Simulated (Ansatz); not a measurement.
## In2Si2O7 (C2/m): the host for defect calculations

Before any defect goes in: In2Si2O7 (C2/m) at rest, and how it screens a charge.

Calculated with Ansatz 0.2.0; plane-wave PAW DFT, PBEsol; relaxation of the host's cell and atoms, in the first sound run; inputs show where later runs differ.

## Step 1: The starting structure

Symmetry: C2/m, No. 12, monoclinic system. Conventional cell: a = 6.654 Å, b = 8.640 Å, c = 4.717 Å, α = 90.00°, β = 102.83°, γ = 90.00°. In has 6 O at 2.12 to 2.26 Å nearest. Nearest to Si lie 4 O at 1.61 to 1.64 Å. Nearest to O lie 1 Si at 1.64 Å and 2 In at 2.12 to 2.26 Å. Nearest to O lie 2 Si at 1.61 Å. Nearest to O lie 1 Si at 1.63 Å and 2 In at 2.16 Å. Farther neighbours and most contacts between anions are not listed.

## Step 2: Host cell relaxation

Lattice and positions are set free, within the symmetry that the program keeps.

Input file cell/input.yaml:

```yaml
crystal:
  lattice:
    - [3.3269191, -4.3199999, 0.0]
    - [3.3269191, 4.3199999, 0.0]
    - [-1.0479061, 0.0, 4.5995429]
  atoms:
    - { symbol: In, position: [0.30777324, 0.69222676, 0.0] }
    - { symbol: In, position: [0.69222676, 0.30777324, 0.0] }
    - { symbol: Si, position: [0.21996982, 0.21996982, 0.41037755] }
    - { symbol: Si, position: [0.78003018, 0.78003018, 0.58962245] }
    - { symbol: O, position: [0.92112895, 0.60978779, 0.78132428] }
    - { symbol: O, position: [0.39021221, 0.07887105, 0.21867572] }
    - { symbol: O, position: [0.07887105, 0.39021221, 0.21867572] }
    - { symbol: O, position: [0.60978779, 0.92112895, 0.78132428] }
    - { symbol: O, position: [0.0, 0.0, 0.5] }
    - { symbol: O, position: [0.6102544, 0.6102544, 0.28308242] }
    - { symbol: O, position: [0.3897456, 0.3897456, 0.71691758] }
basis:
  ecutwfc: 420
  xc_grid: 2
hamiltonian:
  xc: pbesol
kpoints:
  mp_grid: { grid: [6, 6, 6] }
scf:
  occupations: { method: fixed }
  max_iter: 100
relax:
  f_tol: 0.005
  max_steps: 60
  cell: {}
output:
  forces: true
  stress: true
checkpoint:
  write: "../cell.run"
  compress: false
  write_wavefunctions: false
  write_every: 100000
```

Launch:

```sh
$ ansatz run input.yaml --threads 8 --pin off --max-ram 13189MiB --backend cpu --events-out ev --progress --plain --runs-dir out
```

Numbers of over 12 decimals in the logs are rounded to 6 here.

Log:

```text
[... repeated set-up lines and file paths are left out, and long positions are rounded to six places ...]
Engine: ansatz 0.2.0, aarch64-unknown-linux-gnu
Pseudopotentials: kind: paw
Pseudopotential: In, paw, valence charge 13, recommended cutoff 420 eV (normal), In.paw.azcp
Pseudopotential: Si, paw, valence charge 4, recommended cutoff 420 eV (normal), Si.paw.azcp
Pseudopotential: O, paw, valence charge 6, recommended cutoff 420 eV (normal), O.paw.azcp
Functional definition: PBEsol
  exchange = pbesol_x
  correlation = pbesol_c
Crystal: 11 atoms, lattice volume = 132.212 Å³
Basis set: ecut = 420 eV, 2575 PW (Γ), exchange–correlation on 80×80×64 points (8 copies of the dense FFT grid, shifted against one another)
Bands: 49, of which v1, the nominal top of the filled ones, is band 38 counted from 1 (37 counted from 0)
Symmetry: 4 space group operations
Space group: C2/m (ITA 12), of the structure as read, at distance tolerance 5.1e-5 Å
k-points: 68 of 216
Non-local potential: In, projectors of the file, l = 0: 2, l = 1: 2, l = 2: 2, l = 3: 2
Non-local potential: Si, projectors of the file, l = 0: 2, l = 1: 2, l = 2: 2
Non-local potential: O, projectors of the file, l = 0: 2, l = 1: 2, l = 2: 1
PAW form: soft (Blöchl's): semilocal exchange-correlation on the pseudo side does not see the compensation charge
PAW frozen core: In, regenerated for the run's functional, and the local potential with it (the file was generated under x = pbe(κ = 0.804, μ = 0.219515), c = pbe(β = 0.066725))
PAW frozen core: Si, regenerated for the run's functional, and the local potential with it (the file was generated under x = pbe(κ = 0.804, μ = 0.219515), c = pbe(β = 0.066725))
PAW frozen core: O, regenerated for the run's functional, and the local potential with it (the file was generated under x = pbe(κ = 0.804, μ = 0.219515), c = pbe(β = 0.066725))
PAW one-centre angular grid: In, 590 points (default); XC on 64 Gauss nodes
PAW one-centre angular grid: Si, 110 points (default); XC on 64 Gauss nodes
PAW one-centre angular grid: O, 110 points (default); XC on 64 Gauss nodes
Initial density: superposition of atomic densities (neutral atoms: chi_scale 0, normalization atom), corrected by the library's trained network
Initial wavefunctions: pseudopotential atomic-orbital guess
Functional: x = pbesol(κ = 0.804, μ = 0.123457), c = pbesol(β = 0.046)
SCF iter   1: F=—  HF=-16227.303313 eV  |F-HF|=—  |Δ(HF+E_count)|=         —  Δρ=1.41e-2  dr2=2.03e-1  ethr=1.77e-3  ⟨swp⟩=4.7  Hψ=12624  notcnv=0  defer=610
preconditioner: auto → Resta (q_TF=auto, 2.488 Å⁻¹)  ε∞=3.9  [insulator: Δε(μ)=2.760 eV  Ē_g=16.636 eV  n_scr=32 (ndim 8)  ℏωp=28.2 eV  f_vac=0.055  ε∞_Penn≈3.9]
SCF iter   2: F=—  HF=-16227.244041 eV  |F-HF|=—  |Δ(HF+E_count)|=   5.93e-2  Δρ=2.14e-3  dr2=3.51e-3  ethr=2.67e-4  ⟨swp⟩=2.0  Hψ=5184  notcnv=0  defer=612
SCF iter   3: F=—  HF=-16227.243587 eV  |F-HF|=—  |Δ(HF+E_count)|=   4.54e-4  Δρ=9.75e-4  dr2=9.73e-4  ethr=4.62e-6  ⟨swp⟩=2.0  Hψ=5228  notcnv=0  defer=476
automatic band count: iteration 3 solves 47 bands in place of 49: the levels show a gap, and the empty bands left out lie too high to hold charge; the band table lists the bands solved (type scf.n_extra_bands for more)
SCF iter   4: F=—  HF=-16227.243662 eV  |F-HF|=—  |Δ(HF+E_count)|=   7.55e-5  Δρ=3.02e-4  dr2=1.01e-4  ethr=1.28e-6  ⟨swp⟩=2.1  Hψ=5527  notcnv=0  defer=476
SCF iter   5: F=—  HF=-16227.243686 eV  |F-HF|=—  |Δ(HF+E_count)|=   2.38e-5  Δρ=1.31e-4  dr2=1.80e-5  ethr=1.32e-7  ⟨swp⟩=2.0  Hψ=5551  notcnv=0  defer=391
SCF iter   6: F=—  HF=-16227.243572 eV  |F-HF|=—  |Δ(HF+E_count)|=   1.14e-4  Δρ=3.67e-5  dr2=1.67e-6  ethr=2.37e-8  ⟨swp⟩=2.0  Hψ=4998  notcnv=0  defer=285
SCF iter   7: F=—  HF=-16227.243575 eV  |F-HF|=—  |Δ(HF+E_count)|=   2.33e-6  Δρ=2.61e-5  dr2=6.99e-7  ethr=2.20e-9  ⟨swp⟩=2.0  Hψ=5568  notcnv=0  defer=289
SCF iter   8: F=-16227.243575 eV  HF=-16227.243575 eV  |F-HF|=3.60e-8  |Δ(HF+E_count)|=   3.30e-8  Δρ=4.76e-6  dr2=3.07e-8  ethr=1.32e-10  ⟨swp⟩=3.0  Hψ=13063  notcnv=0
SCF 1 converged in 8 iterations: F = -16227.243575 eV  dr2 = 3.07e-8
  greatest PAW one-centre occupation: 0.991 electrons in one spin orbital (limit 2), on the In atom at site 1 (counted from 0), in its partial waves of l = 2
relax step   1: F+E_penalty+E_count = -16227.24357454 eV  Δ(F+E_penalty+E_count) = +0.000e0 eV  max|allowed force component| = 2.830e-1 eV/Å  Δτ_max = 0.0000 Å  P = +0.830 GPa  Ω = 132.212 Å³  (8 SCF iters, dr2 threshold 1.00e-7 eV, accepted)
[... the SCF cycles and remarks between the steps are left out from here to the last step ...]
relax step   2: F+E_penalty+E_count = -16227.25326514 eV  Δ(F+E_penalty+E_count) = -9.691e-3 eV  max|allowed force component| = 1.395e-1 eV/Å  Δτ_max = 0.0095 Å  P = +0.854 GPa  Ω = 131.889 Å³  energy of the carried Pulay correction = +1.456e-3 eV  (5 SCF iters, dr2 threshold 1.10e-6 eV, accepted)
relax step   3: F+E_penalty+E_count = -16227.25490260 eV  Δ(F+E_penalty+E_count) = -1.637e-3 eV  max|allowed force component| = 3.488e-2 eV/Å  Δτ_max = 0.0064 Å  P = -0.063 GPa  Ω = 132.291 Å³  energy of the carried Pulay correction = -3.584e-4 eV  (5 SCF iters, dr2 threshold 1.10e-6 eV, accepted)
relax step   4: F+E_penalty+E_count = -16227.25526459 eV  Δ(F+E_penalty+E_count) = -3.620e-4 eV  max|allowed force component| = 1.918e-2 eV/Å  Δτ_max = 0.0009 Å  P = -0.014 GPa  Ω = 132.240 Å³  energy of the carried Pulay correction = -1.244e-4 eV  (4 SCF iters, dr2 threshold 8.04e-8 eV, accepted)
relax step   5: F+E_penalty+E_count = -16227.25538407 eV  Δ(F+E_penalty+E_count) = -1.195e-4 eV  max|allowed force component| = 5.588e-3 eV/Å  Δτ_max = 0.0012 Å  P = -0.000 GPa  Ω = 132.223 Å³  energy of the carried Pulay correction = -5.074e-5 eV  (5 SCF iters, dr2 threshold 2.30e-8 eV, accepted)
relax step   6: F+E_penalty+E_count = -16227.25538495 eV  Δ(F+E_penalty+E_count) = -8.828e-7 eV  max|allowed force component| = 4.944e-4 eV/Å  Δτ_max = 0.0002 Å  P = -0.000 GPa  Ω = 132.223 Å³  energy of the carried Pulay correction = -5.193e-5 eV  (4 SCF iters, dr2 threshold 1.95e-9 eV, accepted)
Initial wavefunctions: pseudopotential atomic-orbital guess (no wavefunctions were taken with the density)
iter 1 solved again at ethr=2.58e-7 eV; its pass at ethr=3.10e-3 eV (dr2=1.96e-4 eV) is discarded
SCF iter   1: F=—  HF=-16227.255587 eV  |F-HF|=—  |Δ(HF+E_count)|=         —  Δρ=5.75e-5  dr2=1.99e-7  ethr=2.58e-7  ⟨swp⟩=3.0  Hψ=21386  notcnv=0  defer=612
SCF iter   2: F=—  HF=-16227.255497 eV  |F-HF|=—  |Δ(HF+E_count)|=   8.95e-5  Δρ=2.93e-5  dr2=5.38e-8  ethr=2.62e-10  ⟨swp⟩=2.4  Hψ=5646  notcnv=0  defer=608
SCF iter   3: F=—  HF=-16227.255506 eV  |F-HF|=—  |Δ(HF+E_count)|=   8.44e-6  Δρ=3.62e-6  dr2=1.02e-8  ethr=7.08e-11  ⟨swp⟩=2.0  Hψ=5573  notcnv=0  defer=608
SCF iter   4: F=—  HF=-16227.255506 eV  |F-HF|=—  |Δ(HF+E_count)|=   1.01e-8  Δρ=6.13e-7  dr2=2.71e-10  ethr=1.34e-11  ⟨swp⟩=2.0  Hψ=5569  notcnv=0  defer=608
SCF iter   5: F=-16227.255506 eV  HF=-16227.255506 eV  |F-HF|=2.36e-11  |Δ(HF+E_count)|=  2.89e-10  Δρ=1.50e-7  dr2=1.74e-11  ethr=1.00e-12  ⟨swp⟩=4.0  Hψ=11349  notcnv=0
SCF 7 converged in 5 iterations: F = -16227.255506 eV  dr2 = 1.74e-11
relax step   7: F+E_penalty+E_count = -16227.25550568 eV  Δ(F+E_penalty+E_count) = -1.207e-4 eV  max|allowed force component| = 5.565e-4 eV/Å  Δτ_max = 0.0000 Å  P = +0.003 GPa  Ω = 132.223 Å³  stress off target by 2.32e-2 GPa  SCF on the basis re-selected at this cell (its energy is not comparable with the rows above)  (5 SCF iters)
basis re-selected at this cell: Δ(F+E_penalty+E_count) = -1.207e-4 eV, ΔP = +0.003 GPa vs the last step (what re-selecting the basis moved, of the pressure what is left beyond the Pulay correction that the steps carried, after the strain that the cell walked [...]
SCF converged after 5 iterations
Free energy (F): -16227.255506 eV
Harris-Foulkes:  -16227.255506 eV  (|F-HF|=2.36e-11)
Internal energy: -16227.255506 eV  (E = F + TS)
E sigma→0 (E₀):  -16227.255506 eV
Fermi energy:    6.262881 eV
--- Per-component energies (eV) ---
  E_band       = -125.461654
  E_kinetic    = 1818.165120
  E_local      = -5098.987296  (includes V_loc(G=0)·N_el)
  E_nonlocal   = 1133.342301
  E_hartree    = 1927.835719
  E_xc         = -1045.102541
  E_vxc        = -947.389084  (∫ρ·V_xc dr)
  E_paw        = -10250.577479  (= ΣΔE_a)
  E_vpaw       = -886.281631  (= ΣTr[D̂ρ^β])
  E_aug_tail   = 0.017528  (compensation charges beyond the density's cutoff)
  E_ewald      = -4712.730799
  E_core_change = 0.781942  (= ΣΔE_core)
  E_smearing   = -0.000000  (= −TS)
  E_closure    = -0.000000  (closes the sum)
  Σ components = -16227.255506   (vs F -16227.255506, Δ=0.00e0)
--- Forces (eV/Å), atoms counted from 1 ---
  atom   1  In     0.00000000     0.00027867     0.00000000
  atom   2  In     0.00000000    -0.00027867     0.00000000
  atom   3  Si    -0.00008819     0.00000000     0.00052098
  atom   4  Si     0.00008819     0.00000000    -0.00052098
  atom   5  O     -0.00005669    -0.00016234     0.00004456
  atom   6  O      0.00005669    -0.00016234    -0.00004456
  atom   7  O      0.00005669     0.00016234    -0.00004456
  atom   8  O     -0.00005669     0.00016234     0.00004456
  atom   9  O      0.00000000     0.00000000     0.00000000
  atom  10  O      0.00011180     0.00000000     0.00055652
  atom  11  O     -0.00011180     0.00000000    -0.00055652
  max |Σ_I F_I| component: 8.67e-19 eV/Å
--- Stress (GPa, compression-positive) ---
       -0.022904       0.000000      -0.001531
        0.000000       0.008036       0.000000
       -0.001534       0.000000       0.023158
  P = ⅓ Tr σ = 0.0028 GPa (0.028 kbar)
--- Relaxed structure (6 steps of the walk, 6 accepted, 1 SCFs on fresh bases) ---
  F+E_penalty+E_count = -16227.25550568 eV   max|allowed force component| = 5.565e-4 eV/Å   (the final SCF, on the basis selected at the relaxed cell)
  cell:  # Å, volume = 132.2235 Å³
    - [3.316554, -4.324617, 0.00301523]
    - [3.316554, 4.324617, 0.00301523]
    - [-1.040473, -1.9770260984123365e-18, 4.608447]
  atoms:
    - { symbol: In, position: [0.307587, 0.692413, 0.0] }
    - { symbol: In, position: [0.692413, 0.307587, 0.0] }
    - { symbol: Si, position: [0.221674, 0.221674, 0.409756] }
    - { symbol: Si, position: [0.778326, 0.778326, 0.590244] }
    - { symbol: O, position: [0.921101, 0.607529, 0.781393] }
    - { symbol: O, position: [0.392471, 0.078899, 0.218607] }
    - { symbol: O, position: [0.078899, 0.392471, 0.218607] }
    - { symbol: O, position: [0.607529, 0.921101, 0.781393] }
    - { symbol: O, position: [0.0, 0.0, 0.5] }
    - { symbol: O, position: [0.607871, 0.607871, 0.282492] }
    - { symbol: O, position: [0.392129, 0.392129, 0.717508] }
```

Wall time 30 s (8 threads of Arm Neoverse N1, shared host); peak memory 0.88 GiB; 3.9 min of CPU time.

Relaxation path:

| step | energy less that of the first step (eV) | largest force component (eV/Å) | pressure (GPa) | volume (Å³) |
| --- | --- | --- | --- | --- |
| 1 | 0.0000 | 0.2830 | 0.83 | 132.21 |
| 2 | -0.0097 | 0.1395 | 0.85 | 131.89 |
| 3 | -0.0113 | 0.0349 | -0.06 | 132.29 |
| 4 | -0.0117 | 0.0192 | -0.01 | 132.24 |
| 5 | -0.0118 | 0.0056 | 0.00 | 132.22 |
| 6 | -0.0118 | 0.0005 | 0.00 | 132.22 |
| 7* | -0.0119 | 0.0006 | 0.00 | 132.22 |

Relaxation steps marked * repeat the geometry before them on a plane-wave basis chosen anew for their cell, so energy and pressure can jump there.

Forces are held to the 4 operations that the run works with; a distortion that breaks them can't arise in this run.

| cell as run | before | after | change |
| --- | --- | --- | --- |
| a (Å) | 5.453 | 5.450 | -0.0 % |
| b (Å) | 5.453 | 5.450 | -0.0 % |
| c (Å) | 4.717 | 4.724 | +0.1 % |
| α (°) | 97.79 | 97.67 | -0.1 % |
| β (°) | 97.79 | 97.67 | -0.1 % |
| γ (°) | 104.80 | 105.03 | +0.2 % |
| volume (Å³/atom) | 12.02 | 12.02 | +0.0 % |

The atoms that moved most (Å, as changes of fractional coordinates times the final cell):

| atom | dx | dy | dz | length |
| --- | --- | --- | --- | --- |
| O11 | 0.015 | 0.000 | 0.003 | 0.015 |
| O10 | -0.015 | 0.000 | -0.003 | 0.015 |
| O7 | 0.008 | 0.010 | 0.000 | 0.012 |
| O6 | 0.008 | -0.010 | 0.000 | 0.012 |
| O8 | -0.008 | 0.010 | 0.000 | 0.012 |
| O5 | -0.008 | -0.010 | 0.000 | 0.012 |
| Si4 | -0.012 | 0.000 | 0.003 | 0.012 |
| Si3 | 0.012 | 0.000 | -0.003 | 0.012 |

Numbers from this step:

```yaml
pressure: 0.002763 GPa
```

The relaxation ends with a largest force component of 5.6e-4 eV/Å and a pressure of 0.00 GPa.

(Continued in part 2 of 3.)

[Logs are printed without paths, hosts, clocks, repeated set-up lines and the standing remarks that a program may print on its own settings, such as how far it seeks lower states.]

[Hosts, paths, dates, database ids (printed as entryN), source tags and the programs' standing remarks are cut or masked in the printed files.]

[Runs of the host that timed out are not shown.]

[For some hosts the program warned that the k-mesh of the response run may be too coarse for force constants and the static dielectric constant; such warnings are not always shown.]
